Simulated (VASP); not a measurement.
# Zn (Fm-3m) in VASP: a series of runs, part 2 of 2

VASP 6.6.1. The steps go on from the part before.

## Step 4: Single point, LDA

This run uses another cell than the first one, of 14.10 Å³/atom, 1.040 times its volume.

Input file INCAR:

```
PREC     = Accurate       # precision mode
ENCUT    = 520            # plane-wave cutoff, eV
EDIFF    = 1E-6           # SCF threshold, eV
ISMEAR   = -1             # smearing method
SIGMA    = 0.1            # smearing width, eV
LREAL    = F              # projectors in reciprocal space
LASPH    = T              # aspherical terms in the spheres
NELM     = 60             # most SCF steps
ALGO     = Fast           # electronic algorithm
ISIF     = 2              # what is computed and relaxed
LWAVE    = F              # write WAVECAR
LCHARG   = T              # write CHGCAR
GGA      = CA             # functional
LELF     = T              # ELF
LVHAR    = T            
NBANDS   = 12             # bands
```

Input file KPOINTS:

```
regular mesh
0
Gamma
  16 16 16
```

Input file POSCAR:

```
Zn
1.0
    0.0000000000      1.9176581881      1.9176581881
    1.9176581881      0.0000000000      1.9176581881
    1.9176581881      1.9176581881      0.0000000000
Zn
1
Direct
    0.0000000000      0.0000000000      0.0000000000
```

Potentials or basis: VASP PAW LDA potentials, release 64 (Zn).

Started as:

```
$ cat potpaw_LDA.64/Zn/POTCAR > POTCAR
$ mpirun -np 1 vasp_std > vasp.out
```

OUTCAR:

```text
PREC = Accurate
   ENCUT = 520
   EDIFF = 1E-6
   ISMEAR = -1
   LREAL = F
   LASPH = T
   NELM = 60
   ISIF = 2
   GGA = CA

 ion  position               nearest neighbor table
   1  0.000  0.000  0.000-

  LATTYP: Found a face centered cubic cell.
 ALAT       =     3.8353163762

  Lattice vectors:

 A1 = (   0.0000000000,   1.9176581881,   1.9176581881)
 A2 = (   1.9176581881,   0.0000000000,   1.9176581881)
 A3 = (   1.9176581881,   1.9176581881,   0.0000000000)

Analysis of symmetry for initial positions (statically):
=====================================================================
 Subroutine PRICEL returns:
 Original cell was already a primitive cell.

 Routine SETGRP: Setting up the symmetry group for a
 face centered cubic supercell.

 Subroutine GETGRP returns: Found 48 space group operations
 (whereof 48 operations were pure point group operations)
 out of a pool of 48 trial point group operations.

The static configuration has the point symmetry O_h .

Analysis of symmetry for dynamics (positions and initial velocities):
=====================================================================
 Subroutine PRICEL returns:
 Original cell was already a primitive cell.

 Routine SETGRP: Setting up the symmetry group for a
 face centered cubic supercell.

 Subroutine GETGRP returns: Found 48 space group operations
 (whereof 48 operations were pure point group operations)
 out of a pool of 48 trial point group operations.

The dynamic configuration has the point symmetry O_h .

 Subroutine INISYM returns: Found 48 space group operations
 (whereof 48 operations are pure point group operations),
 and found     1 'primitive' translations

----------------------------------------------------------------------------------------

                                     Primitive cell

  volume of cell :      14.1040

  direct lattice vectors                    reciprocal lattice vectors
     0.000000000  1.917658188  1.917658188    -0.260734683  0.260734683  0.260734683
     1.917658188  0.000000000  1.917658188     0.260734683 -0.260734683  0.260734683
     1.917658188  1.917658188  0.000000000     0.260734683  0.260734683 -0.260734683

  length of vectors
     2.711978218  2.711978218  2.711978218     0.451605718  0.451605718  0.451605718

  position of ions in fractional coordinates (direct lattice)
     0.000000000  0.000000000  0.000000000

  ion indices of the primitive-cell ions
   primitive index   ion index
                 1           1

----------------------------------------------------------------------------------------

 KPOINTS: regular mesh

Automatic generation of k-mesh.
 Grid dimensions read from file:
 generate k-points for:   16   16   16

 Generating k-lattice:

  Cartesian coordinates                     Fractional coordinates (reciprocal lattice)
    -0.016295918  0.016295918  0.016295918     0.062500000  0.000000000  0.000000000
     0.016295918 -0.016295918  0.016295918     0.000000000  0.062500000  0.000000000
     0.016295918  0.016295918 -0.016295918     0.000000000  0.000000000  0.062500000

  Length of vectors
     0.028225357  0.028225357  0.028225357

  Shift w.r.t. Gamma in fractional coordinates (k-lattice)
     0.000000000  0.000000000  0.000000000

 Subroutine IBZKPT returns following result:
 ===========================================

 Found    145 irreducible k-points:

 Following reciprocal coordinates:
            Coordinates               Weight
  0.000000  0.000000  0.000000      1.000000
  0.062500  0.000000  0.000000      8.000000
  0.125000  0.000000  0.000000      8.000000
  0.187500  0.000000  0.000000      8.000000
  0.250000  0.000000  0.000000      8.000000
  0.312500  0.000000  0.000000      8.000000
[... 16 lines left out ...]
 -0.125000  0.062500  0.000000     24.000000
 -0.062500  0.062500  0.000000     12.000000
 [... further k-points ...]
   k-points           NKPTS =    145   k-points in BZ     NKDIM =    145   number of bands    NBANDS=     12
   number of dos      NEDOS =    301   number of ions     NIONS =      1
   total plane-waves  NPLWV =   8000
   dimension x,y,z NGX =    20 NGY =   20 NGZ =   20
   dimension x,y,z NGXF=    40 NGYF=   40 NGZF=   40
   ions per type =               1
   NGX,Y,Z   is equivalent  to a cutoff of  12.26, 12.26, 12.26 a.u.
   NGXF,Y,Z  is equivalent  to a cutoff of  24.52, 24.52, 24.52 a.u.
 SYSTEM =  unknown system
   PREC   = accura    normal or accurate (medium, high low for compatibility)
   ISTART =      0    job   : 0-new  1-cont  2-samecut
   ICHARG =      2    charge: 1-file 2-atom 10-const
   ISPIN  =      1    spin polarized calculation?
   LNONCOLLINEAR =      F non collinear calculations
   LSORBIT =      F    spin-orbit coupling
   LASPH  =      T    aspherical Exc in radial PAW
   ENCUT  =  520.0 eV  38.22 Ry    6.18 a.u.   5.04  5.04  5.04*2*pi/ulx,y,z
   NELM   =     60;   NELMIN=  2; NELMDL= -5     # of ELM steps
   EDIFF  = 0.1E-05   stopping-criterion for ELM
   LREAL  =      F    real-space projection
   EDIFFG = 0.1E-04   stopping-criterion for IOM
   NSW    =      0    number of steps for IOM
   IBRION =     -1    ionic relax: 0-MD 1-quasi-New 2-CG
   NFREE  =      0    steps in history (QN), initial steepest desc. (CG)
   ISIF   =      2    stress and relaxation
   ISYM   =      2    0-nonsym 1-usesym 2-fastsym
   POTIM  = 0.5000    time-step for ionic-motion
   TEBEG  =    0.0;   TEEND  =   0.0 temperature during run
   PSTRESS=    0.0 pullay stress
   NELECT =      12.0000    total number of electrons
   NUPDOWN=      -1.0000    fix difference up-down
   EMIN   =  10.00;   EMAX   =-10.00  energy-range for DOS
   EFERMI =   0.00;   METHOD = LEGACY
   ISMEAR =    -1;   SIGMA  =   0.10  broadening in eV -4-tet -1-fermi 0-gaus
   EFERMI_NEDOS =   21; number of points for ismear=-14 and -15
   IALGO  =     68    algorithm
   IMIX   =      4    mixing-type and parameters
     AMIX     =   0.40;   BMIX     =  1.00
     AMIX_MAG =   1.60;   BMIX_MAG =  1.00
  volume/ion in A,a.u.               =      14.10        95.18
  Fermi-wavevector in a.u.,A,eV,Ry     =   1.551270  2.931475 32.741583  2.406438
  Thomas-Fermi vector in A             =   2.655814
   LORBIT       =      0    0 simple, 1 ext, 2 COOP (PROOUT), +10 PAW based schemes
   GGA     = CA    functional components
   LHFCALC =     F    Hartree Fock is set to
   AEXX    =    0.0000 exact exchange contribution
   IVDW    =     0    specifies the selected vdW correction
   LEPSILON=     F    determine dielectric tensor
   LRPA    =     F    only Hartree local field effects (RPA)
 non-spin polarized calculation
 RMM-DIIS sequential band-by-band and
  energy-cutoff  :      520.00
  volume of cell :       14.10
 maximum number of plane-waves:       392
   NGX =  9   NGY =  9   NGZ =  9

 number of electron      12.0000012 magnetization

 Free energy of the ion-electron system (eV)
  ---------------------------------------------------
  ext. energy  EPLUGINS =         0.00000000
  ---------------------------------------------------
  free energy    TOTEN  =        -1.84445554 eV

  energy without entropy =       -1.83272789  energy(sigma->0) =       -1.83859172

 E-fermi :   3.4061     XC(G=0): -12.3043

 val. band max:        3.3750987788   @ k =  -0.3750   0.2500   0.0625
 cond. band min:       3.4320682796   @ k =  -0.3750   0.4375   0.0625
 fundamental gap:      0.0569695008
 Fermi energy:         3.4061103448

 k-point     1 :       0.0000    0.0000    0.0000
  band No.  band energies     occupation
      1      -7.5596      2.00000
      2      -4.5062      2.00000
      3      -4.5062      2.00000
      4      -4.5062      2.00000
      5      -4.0672      2.00000
      6      -4.0672      2.00000
      7      22.5455      0.00000
      8      22.5455      0.00000
      9      22.5455      0.00000
     10      22.9830      0.00000
     11      25.3957      0.00000
     12      25.3957      0.00000
[... 331 lines left out ...]
 k-point    24 :      -0.0625    0.0625    0.0000
  band No.  band energies     occupation
      1      -7.2310      2.00000
      2      -4.5420      2.00000
      3      -4.4695      2.00000
      4      -4.4572      2.00000
      5      -4.0973      2.00000
      6      -4.0571      2.00000
      7      19.2483      0.00000
      8      19.4976      0.00000
      9      22.8899      0.00000
     10      23.1906      0.00000
     11      25.6288      0.00000
     12      27.0558      0.00000

 [... further k-points ...]

------------------------ aborting loop because EDIFF is reached ----------------------------------------

  FORCE on cell =-STRESS in cart. coord.  units (eV):
  Direction    XX          YY          ZZ          XY          YZ          ZX
  --------------------------------------------------------------------------------------
  -------------------------------------------------------------------------------------
  Total       -0.2827823     -0.2827823     -0.2827823      0.0000000      0.0000000     -0.0000000
  in kB      -32.1232346    -32.1232346    -32.1232346      0.0000000      0.0000000     -0.0000000
  external PRESSURE =     -32.1232346 kB  Pullay stress =       0.0000000 kB

 VOLUME and BASIS-vectors are now :
 -----------------------------------------------------------------------------
  energy-cutoff  :      520.00
  volume of cell :       14.10
      direct lattice vectors                 reciprocal lattice vectors
     0.000000000  1.917658188  1.917658188    -0.260734683  0.260734683  0.260734683
     1.917658188  0.000000000  1.917658188     0.260734683 -0.260734683  0.260734683
     1.917658188  1.917658188  0.000000000     0.260734683  0.260734683 -0.260734683

 POSITION                                       TOTAL-FORCE (eV/Angst)
 -----------------------------------------------------------------------------------
      0.00000      0.00000      0.00000        -0.000000     -0.000000     -0.000000
 -----------------------------------------------------------------------------------
    total drift:                                0.000000      0.000000      0.000000

  FREE ENERGIE OF THE ION-ELECTRON SYSTEM (eV)
  ---------------------------------------------------
  free  energy   TOTEN  =        -1.8444555435 eV

  energy  without entropy=       -1.8327278945  energy(sigma->0) =       -1.83859172
```

It took 13 s on 1 thread of Intel Xeon Platinum 8488C (Sapphire Rapids), shared host; peak memory 0.12 GiB.

What came out:

| Property | Result |
| --- | --- |
| Free energy | -1.8445 eV |
| Pressure | -3.2 GPa |
| Band gap on the k mesh | none (metal or under the smearing width) |

## Step 5: The runs side by side

```tsv
cell	k mesh	gap on the mesh (eV)	pressure (GPa)
Fm-3m, 13.56 Å³/atom	23 × 23 × 23	none	0.5
Fm-3m, 12.48 Å³/atom	16 × 16 × 16	none	11.0
Fm-3m, 14.1 Å³/atom	16 × 16 × 16	none	-3.2
```

Alike in all rows: task single point; level LDA; potentials or basis VASP PAW LDA potentials, release 64 (Zn); no spin polarisation; cutoff (eV) 520; smearing fermi-dirac 0.1 eV.

Every run on the cell as given and a fine mesh finds a metal.

Absolute energies hang on the potentials; compare differences alone.
